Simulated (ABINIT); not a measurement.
Crystal: HgTe (Coloradoite).

```xyz
2
Lattice="0.0000 3.2145 3.2145 3.2145 0.0000 3.2145 3.2145 3.2145 0.0000" Properties=species:S:1:pos:R:3 pbc="T T T"
Hg    0.0000    0.0000    0.0000
Te    4.8217    4.8217    4.8217
```

Program: ABINIT 10.8.3 (patched build). Alike in all runs: task single point; no spin polarisation; cell as given; cutoff (eV) 544; smearing fermi-dirac 0.05 eV.

Problem. Order these runs on this cell by their pressure, lowest first.
A. level PBE; potentials or basis JTH PAW PBE v2.0; k mesh 3 × 3 × 3; mesh quality coarse
B. level PBEsol; potentials or basis JTH PAW PBE v2.0; k mesh 3 × 3 × 3; mesh quality coarse
C. level LDA; potentials or basis JTH PAW LDA v2.0; k mesh 9 × 9 × 9; mesh quality not flagged

Solution. C (0.3 GPa), B (3.5 GPa), A (6.2 GPa).

Caveats: some runs use coarse meshes; the PAW data sets were made with another functional, which shifts forces and pressure a little (some runs).

Not every run made on this cell is shown here.
